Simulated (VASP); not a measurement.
# Au in VASP: further runs

One slab, Au, is run at these levels: PBEsol; tasks: single point, relaxation of the atoms.

All numbers are computed with VASP 6.6.1; they aren't measurements. Logs are shortened: lines on timing, memory, paths and dates and some standing lists are left out, and cuts for length are marked.

## (1) Starting point

The cell holds a slab with vacuum, 6 atoms: a = 2.886 Å, b = 2.886 Å, c = 26.783 Å, α = 90.00°, β = 90.00°, γ = 120.00°.

The slab is cut from a database's or a generator's crystal, which needn't be the stable form of the element.

## (2) Single point, PBEsol

INCAR

```
SYSTEM = Au
PREC = Accurate
ENCUT = 520
EDIFF = 1E-6
ISMEAR = 1
SIGMA = 0.1
LREAL = .FALSE.
LASPH = .TRUE.
NELM = 80
ALGO = Fast
ISIF = 2
LWAVE = .FALSE.
LCHARG = .FALSE.
LDIPOL = .TRUE.
IDIPOL = 3
DIPOL = 0.5 0.5 0.500
GGA = PS
NBANDS = 42
LVHAR = .TRUE.
LVACPOTAV = .TRUE.
ICORELEVEL = 1
KPAR = 2
```

KPOINTS

```
Automatic mesh
0
G
  15 15 1
  0 0 0
```

POSCAR

```
Au
1.0
    2.8862034100      0.0000000000      0.0000000000
   -1.4431017000      2.4995254700      0.0000000000
    0.0000000000      0.0000000000     26.7828760600
Au
6
Direct
    0.6666666700      0.3333333300      0.2800296700
    0.3333333300      0.6666666700      0.3680178000
    0.0000000000      0.0000000000      0.4560059300
    0.6666666700      0.3333333300      0.5439940700
    0.3333333300      0.6666666700      0.6319822000
    0.0000000000      0.0000000000      0.7199703300
```

Potentials or basis: VASP PAW PBE potentials, release 64 (Au).

Launch:

```console
$ cat potpaw_PBE.64/Au/POTCAR > POTCAR
$ mpirun -np 2 vasp_std > vasp.out
```

OUTCAR:

```text
SYSTEM = Au
   PREC = Accurate
   ENCUT = 520
   EDIFF = 1E-6
   ISMEAR = 1
   LREAL = .FALSE.
   LASPH = .TRUE.
   NELM = 80
   ISIF = 2
   GGA = PS

 ion  position               nearest neighbor table
   1  0.667  0.333  0.280-   2 2.89   2 2.89   2 2.89
   2  0.333  0.667  0.368-   1 2.89   3 2.89   1 2.89   3 2.89   3 2.89   1 2.89
   3  0.000  0.000  0.456-   2 2.89   2 2.89   2 2.89   4 2.89   4 2.89   4 2.89
   4  0.667  0.333  0.544-   5 2.89   5 2.89   5 2.89   3 2.89   3 2.89   3 2.89
   5  0.333  0.667  0.632-   4 2.89   6 2.89   4 2.89   6 2.89   6 2.89   4 2.89
   6  0.000  0.000  0.720-   5 2.89   5 2.89   5 2.89

  LATTYP: Found a hexagonal cell.
 ALAT       =     2.8862034100
 C/A-ratio  =     9.2796217921

  Lattice vectors:

 A1 = (   2.8862034100,   0.0000000000,   0.0000000000)
 A2 = (  -1.4431017000,   2.4995254700,   0.0000000000)
 A3 = (   0.0000000000,   0.0000000000,  26.7828760600)

Analysis of symmetry for initial positions (statically):
=====================================================================
 Subroutine PRICEL returns:
 Original cell was already a primitive cell.

 Routine SETGRP: Setting up the symmetry group for a
 hexagonal supercell.

 Subroutine GETGRP returns: Found 12 space group operations
 (whereof  6 operations were pure point group operations)
 out of a pool of 24 trial point group operations.

The static configuration has the point symmetry C_3v.
 The point group associated with its full space group is D_3d.

Analysis of symmetry for dynamics (positions and initial velocities):
=====================================================================
 Subroutine PRICEL returns:
 Original cell was already a primitive cell.

 Routine SETGRP: Setting up the symmetry group for a
 hexagonal supercell.

 Subroutine GETGRP returns: Found 12 space group operations
 (whereof  6 operations were pure point group operations)
 out of a pool of 24 trial point group operations.

The dynamic configuration has the point symmetry C_3v.
 The point group associated with its full space group is D_3d.

 Subroutine INISYM returns: Found 12 space group operations
 (whereof  6 operations are pure point group operations),
 and found     1 'primitive' translations

----------------------------------------------------------------------------------------

                                     Primitive cell

  volume of cell :     193.2154

  direct lattice vectors                    reciprocal lattice vectors
     2.886203410  0.000000000  0.000000000     0.346475926  0.200037969  0.000000000
    -1.443101700  2.499525470  0.000000000     0.000000000  0.400075939  0.000000000
     0.000000000  0.000000000 26.782876060     0.000000000  0.000000000  0.037337290

  length of vectors
     2.886203410  2.886203404 26.782876060     0.400075938  0.400075939  0.037337290

  position of ions in fractional coordinates (direct lattice)
     0.666666670  0.333333330  0.280029670
     0.333333330  0.666666670  0.368017800
     0.000000000  0.000000000  0.456005930
     0.666666670  0.333333330  0.543994070
     0.333333330  0.666666670  0.631982200
     0.000000000  0.000000000  0.719970330

  ion indices of the primitive-cell ions
   primitive index   ion index
                 1           1
                 2           2
                 3           3
                 4           4
                 5           5
                 6           6

----------------------------------------------------------------------------------------

 KPOINTS: Automatic mesh

Automatic generation of k-mesh.
 Grid dimensions read from file:
 generate k-points for:   15   15    1

 Generating k-lattice:

  Cartesian coordinates                     Fractional coordinates (reciprocal lattice)
     0.023098395  0.013335865  0.000000000     0.066666667  0.000000000  0.000000000
     0.000000000  0.026671729  0.000000000     0.000000000  0.066666667  0.000000000
     0.000000000  0.000000000  0.037337290     0.000000000  0.000000000  1.000000000

  Length of vectors
     0.026671729  0.026671729  0.037337290

  Shift w.r.t. Gamma in fractional coordinates (k-lattice)
     0.000000000  0.000000000  0.000000000

 Subroutine IBZKPT returns following result:
 ===========================================

 Found     27 irreducible k-points:

 Following reciprocal coordinates:
            Coordinates               Weight
  0.000000  0.000000  0.000000      1.000000
  0.066667 -0.000000  0.000000      6.000000
  0.133333 -0.000000  0.000000      6.000000
  0.200000  0.000000  0.000000      6.000000
  0.266667 -0.000000  0.000000      6.000000
  0.333333 -0.000000  0.000000      6.000000
[... 16 lines left out ...]
  0.333333  0.200000  0.000000     12.000000
  0.400000  0.200000  0.000000      6.000000
 [... further k-points ...]
   k-points           NKPTS =     27   k-points in BZ     NKDIM =     27   number of bands    NBANDS=     42
   number of dos      NEDOS =    301   number of ions     NIONS =      6
   total plane-waves  NPLWV = 115200
   dimension x,y,z NGX =    24 NGY =   24 NGZ =  200
   dimension x,y,z NGXF=    48 NGYF=   48 NGZF=  400
   ions per type =               6
   NGX,Y,Z   is equivalent  to a cutoff of  13.82, 13.82, 12.41 a.u.
   NGXF,Y,Z  is equivalent  to a cutoff of  27.65, 27.65, 24.83 a.u.
 SYSTEM =  Au
   PREC   = accura    normal or accurate (medium, high low for compatibility)
   ISTART =      0    job   : 0-new  1-cont  2-samecut
   ICHARG =      2    charge: 1-file 2-atom 10-const
   ISPIN  =      1    spin polarized calculation?
   LNONCOLLINEAR =      F non collinear calculations
   LSORBIT =      F    spin-orbit coupling
   LASPH  =      T    aspherical Exc in radial PAW
   ENCUT  =  520.0 eV  38.22 Ry    6.18 a.u.   5.37  5.37 49.80*2*pi/ulx,y,z
   NELM   =     80;   NELMIN=  2; NELMDL= -5     # of ELM steps
   EDIFF  = 0.1E-05   stopping-criterion for ELM
   LREAL  =      F    real-space projection
   EDIFFG = 0.1E-04   stopping-criterion for IOM
   NSW    =      0    number of steps for IOM
   IBRION =     -1    ionic relax: 0-MD 1-quasi-New 2-CG
   NFREE  =      0    steps in history (QN), initial steepest desc. (CG)
   ISIF   =      2    stress and relaxation
   ISYM   =      2    0-nonsym 1-usesym 2-fastsym
   POTIM  = 0.5000    time-step for ionic-motion
   TEBEG  =    0.0;   TEEND  =   0.0 temperature during run
   PSTRESS=    0.0 pullay stress
   NELECT =      66.0000    total number of electrons
   NUPDOWN=      -1.0000    fix difference up-down
   EMIN   =  10.00;   EMAX   =-10.00  energy-range for DOS
   EFERMI =   0.00;   METHOD = LEGACY
   ISMEAR =     1;   SIGMA  =   0.10  broadening in eV -4-tet -1-fermi 0-gaus
   EFERMI_NEDOS =   21; number of points for ismear=-14 and -15
   IALGO  =     68    algorithm
   IMIX   =      4    mixing-type and parameters
     AMIX     =   0.40;   BMIX     =  1.00
     AMIX_MAG =   1.60;   BMIX_MAG =  1.00
  volume/ion in A,a.u.               =      32.20       217.31
  Fermi-wavevector in a.u.,A,eV,Ry     =   1.144394  2.162591 17.818702  1.309638
  Thomas-Fermi vector in A             =   2.281086
   LORBIT       =      0    0 simple, 1 ext, 2 COOP (PROOUT), +10 PAW based schemes
   GGA     = PS    functional components
   LHFCALC =     F    Hartree Fock is set to
   AEXX    =    0.0000 exact exchange contribution
   IVDW    =     0    specifies the selected vdW correction
   LEPSILON=     F    determine dielectric tensor
   LRPA    =     F    only Hartree local field effects (RPA)
 non-spin polarized calculation
 RMM-DIIS sequential band-by-band and
 Methfessel and Paxton  Order N= 1 SIGMA  =   0.10
  energy-cutoff  :      520.00
  volume of cell :      193.22
 maximum number of plane-waves:      5295
 NGX is ok and might be reduce to    24
   NGX = 11   NGY = 11   NGZ = 99

 dipolmoment           0.000000      0.000000     -0.000000 electrons x Angstroem

 number of electron      66.0000011 magnetization

 dipolmoment           0.000000      0.000000      0.000000 electrons x Angstroem

 Free energy of the ion-electron system (eV)
  ---------------------------------------------------
  ext. energy  EPLUGINS =         0.00000000
  ---------------------------------------------------
  free energy    TOTEN  =       -22.65058420 eV

  energy without entropy =      -22.64744886  energy(sigma->0) =      -22.64953909

 the core state eigenenergies are
   1-  1s -80743.4570  2s -14239.7199  2p -12305.9326  3s  -3357.0496  3p  -2796.4217
       3d  -2198.7178  4s   -724.5512  4p   -540.7787  4d   -320.4528  4f    -75.8533
       5s   -102.7957  5p    -54.1019
   2-  1s -80743.7582  2s -14240.0324  2p -12306.2438  3s  -3357.3747  3p  -2796.7469
       3d  -2199.0417  4s   -724.8934  4p   -541.1228  4d   -320.7987  4f    -76.2024
       5s   -103.1760  5p    -54.4924
   3-  1s -80743.8659  2s -14240.1420  2p -12306.3535  3s  -3357.4818  3p  -2796.8539
       3d  -2199.1493  4s   -724.9966  4p   -541.2256  4d   -320.9012  4f    -76.3042
       5s   -103.2703  5p    -54.5824
   4-  1s -80743.8659  2s -14240.1420  2p -12306.3535  3s  -3357.4818  3p  -2796.8539
       3d  -2199.1493  4s   -724.9966  4p   -541.2256  4d   -320.9012  4f    -76.3042
       5s   -103.2703  5p    -54.5824
   5-  1s -80743.7582  2s -14240.0324  2p -12306.2438  3s  -3357.3747  3p  -2796.7469
       3d  -2199.0417  4s   -724.8934  4p   -541.1228  4d   -320.7987  4f    -76.2024
       5s   -103.1760  5p    -54.4924
   6-  1s -80743.4570  2s -14239.7199  2p -12305.9326  3s  -3357.0496  3p  -2796.4217
       3d  -2198.7178  4s   -724.5512  4p   -540.7787  4d   -320.4528  4f    -75.8533
       5s   -102.7957  5p    -54.1019

 E-fermi :   2.3542     XC(G=0):  -7.3970

 val. band max:        2.3409814663   @ k =   0.4000  -0.0000   0.0000
 cond. band min:       2.3846622251   @ k =   0.4667   0.0000   0.0000
 fundamental gap:      0.0436807588
 Fermi energy:         2.3542256283

 k-point     1 :       0.0000    0.0000    0.0000
  band No.  band energies     occupation
      1      -7.3411      2.00000
      2      -6.6780      2.00000
      3      -5.8280      2.00000
      4      -5.1497      2.00000
      5      -4.7855      2.00000
      6      -4.7527      2.00000
[... 1069 lines left out ...]
     41       8.3647      0.00000
     42       8.8053      0.00000

 [... further k-points ...]

------------------------ aborting loop because EDIFF is reached ----------------------------------------

  FORCE on cell =-STRESS in cart. coord.  units (eV):
  Direction    XX          YY          ZZ          XY          YZ          ZX
  --------------------------------------------------------------------------------------
  -------------------------------------------------------------------------------------
  Total       -3.1012727     -3.1012727      0.2132025     -0.0000000      0.0000000     -0.0000000
  in kB      -25.7163205    -25.7163205      1.7679140     -0.0000001      0.0000000     -0.0000000
  external PRESSURE =     -16.5549090 kB  Pullay stress =       0.0000000 kB

 VOLUME and BASIS-vectors are now :
 -----------------------------------------------------------------------------
  energy-cutoff  :      520.00
  volume of cell :      193.22
      direct lattice vectors                 reciprocal lattice vectors
     2.886203410  0.000000000  0.000000000     0.346475926  0.200037969  0.000000000
    -1.443101700  2.499525470  0.000000000     0.000000000  0.400075939  0.000000000
     0.000000000  0.000000000 26.782876060     0.000000000  0.000000000  0.037337290

 POSITION                                       TOTAL-FORCE (eV/Angst)
 -----------------------------------------------------------------------------------
      1.44310      0.83318      7.50000        -0.000000     -0.000000     -0.072131
     -0.00000      1.66635      9.85658        -0.000000      0.000000      0.101047
      0.00000      0.00000     12.21315         0.000000     -0.000000     -0.066696
      1.44310      0.83318     14.56973        -0.000000      0.000000      0.066696
     -0.00000      1.66635     16.92630         0.000000     -0.000000     -0.101047
      0.00000      0.00000     19.28288         0.000000      0.000000      0.072131
 -----------------------------------------------------------------------------------
    total drift:                               -0.000000      0.000000      0.000001

  FREE ENERGIE OF THE ION-ELECTRON SYSTEM (eV)
  ---------------------------------------------------
  free  energy   TOTEN  =       -22.6505842029 eV

  energy  without entropy=      -22.6474488554  energy(sigma->0) =      -22.64953909

 vacuum level on the upper side and lower side of the slab         7.671         7.671
```

It took 95 s on 2 MPI ranks of Intel Xeon Platinum 8488C (Sapphire Rapids), shared host; peak memory 0.4 GiB.

Results:

* Free energy: -22.6506 eV
* Largest force: 0.101 eV/Å
* Band gap on the k mesh: none (metal or under the smearing width)
* Work function of the upper face: 5.32 eV
* Work function of the lower face: 5.32 eV

Forces on the atoms (eV/Å):
```
Au   0.000  0.000 -0.072
Au   0.000  0.000  0.101
Au   0.000  0.000 -0.067
Au   0.000  0.000  0.067
Au   0.000  0.000 -0.101
Au   0.000  0.000  0.072
```

Core levels (eV, on the scale of the bands):
```
atom                                                                                                                                     levels
1 Au  1s -80743.5, 2s -14239.7, 2p -12305.9, 3s -3357.0, 3p -2796.4, 3d -2198.7, 4s -724.6, 4p -540.8, 4d -320.5, 4f -75.9, 5s -102.8, 5p -54.1
2 Au  1s -80743.8, 2s -14240.0, 2p -12306.2, 3s -3357.4, 3p -2796.7, 3d -2199.0, 4s -724.9, 4p -541.1, 4d -320.8, 4f -76.2, 5s -103.2, 5p -54.5
3 Au  1s -80743.9, 2s -14240.1, 2p -12306.4, 3s -3357.5, 3p -2796.9, 3d -2199.1, 4s -725.0, 4p -541.2, 4d -320.9, 4f -76.3, 5s -103.3, 5p -54.6
4 Au  1s -80743.9, 2s -14240.1, 2p -12306.4, 3s -3357.5, 3p -2796.9, 3d -2199.1, 4s -725.0, 4p -541.2, 4d -320.9, 4f -76.3, 5s -103.3, 5p -54.6
5 Au  1s -80743.8, 2s -14240.0, 2p -12306.2, 3s -3357.4, 3p -2796.7, 3d -2199.0, 4s -724.9, 4p -541.1, 4d -320.8, 4f -76.2, 5s -103.2, 5p -54.5
6 Au  1s -80743.5, 2s -14239.7, 2p -12305.9, 3s -3357.0, 3p -2796.4, 3d -2198.7, 4s -724.6, 4p -540.8, 4d -320.5, 4f -75.9, 5s -102.8, 5p -54.1
```

Caveat: the PAW data sets were made with another functional, which shifts forces and pressure a little. The run has no spin-orbit coupling, so splittings on Au are missing.

## (3) Relaxation of the atoms, PBEsol

INCAR, as its differences from that of step 2:

```diff
@@ -9,3 +9,3 @@
 NELM = 80
-ALGO = Fast
+ALGO = Normal
 ISIF = 2
@@ -17,6 +17,5 @@
 GGA = PS
-NBANDS = 42
-LVHAR = .TRUE.
-LVACPOTAV = .TRUE.
-ICORELEVEL = 1
+IBRION = 2
+NSW = 80
+EDIFFG = -0.02
 KPAR = 2
```

KPOINTS is that of step 2.

POSCAR is that of step 2.

Potentials or basis: VASP PAW PBE potentials, release 64 (Au).

Launch:

```console
$ cat potpaw_PBE.64/Au/POTCAR > POTCAR
$ mpirun -np 2 vasp_std > vasp.out
```

It took 3.5 min on 2 MPI ranks of Intel Xeon Platinum 8488C (Sapphire Rapids), shared host; peak memory 0.42 GiB.

It converged, with:

| Item | Value |
| --- | --- |
| Free energy | -22.6522 eV |
| Energy gained by relaxing | 0.3 meV/atom |
| Ionic steps | 5 |
| Largest force after relaxing | 0.018 eV/Å |
| Band gap on the k mesh | none (metal or under the smearing width) |

Forces on the atoms (eV/Å):
```
Au   0.000  0.000 -0.018
Au   0.000  0.000 -0.004
Au   0.000  0.000  0.014
Au   0.000  0.000 -0.014
Au   0.000  0.000  0.004
Au   0.000  0.000  0.018
```

The path:
```csv
step,energy change (eV),largest force (eV/Å),pressure (GPa)
1,0.0000,0.1010,-1.66
2,-0.0013,0.0407,-1.70
3,-0.0015,0.0269,-1.72
4,-0.0015,0.0287,-1.72
5,-0.0016,0.0178,-1.74
```

Final structure:
```yaml
crystal:
  lattice:
    - [2.88620, 0.00000, 0.00000]
    - [-1.44310, 2.49953, 0.00000]
    - [0.00000, 0.00000, 26.78288]
  atoms:
    - { symbol: Au, position: [0.66667, 0.33333, 0.27977] }
    - { symbol: Au, position: [0.33333, 0.66667, 0.36831] }
    - { symbol: Au, position: [0.00000, 0.00000, 0.45587] }
    - { symbol: Au, position: [0.66667, 0.33333, 0.54413] }
    - { symbol: Au, position: [0.33333, 0.66667, 0.63169] }
    - { symbol: Au, position: [0.00000, 0.00000, 0.72023] }
```

Levels at points of the mesh, in eV from the Fermi level:
```csv
k point,band 31,band 32,band 33,band 34,band 35,band 36,band 37,band 38
"(0.00, 0.00, 0.00)",-2.46,-2.06,-2.06,-1.91,-1.91,-0.73,-0.06,4.35
```

Caveat: the PAW data sets were made with another functional, which shifts forces and pressure a little.

[end of part 1 of 2]
